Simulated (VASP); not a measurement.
The system is KCl.

```xyz
2
Lattice="3.8392 0.0000 0.0000 0.0000 3.8392 0.0000 0.0000 0.0000 3.8392" Properties=species:S:1:pos:R:3 pbc="T T T"
K     0.0000    0.0000    0.0000
Cl    1.9196    1.9196    1.9196
```

Measurements of this composition are mostly on another form, of space group No. 225.

Program: VASP 6.6.1. Alike in all runs: task band structure; potentials or basis VASP PAW PBE potentials, release 64 (K_sv, Cl); no spin polarisation; cell as given; k mesh 6 × 6 × 6; cutoff (eV) 520; smearing gaussian 0.02 eV.

Task: Order these runs on this cell by their band gap on the k mesh, lowest first.
A. level PBE0; exchange at q = 0 truncated
B. level HSE06; screening parameter 0.2 1/A
C. level HSE03

Result: C (5.87 eV), B (6.14 eV), A (6.84 eV).

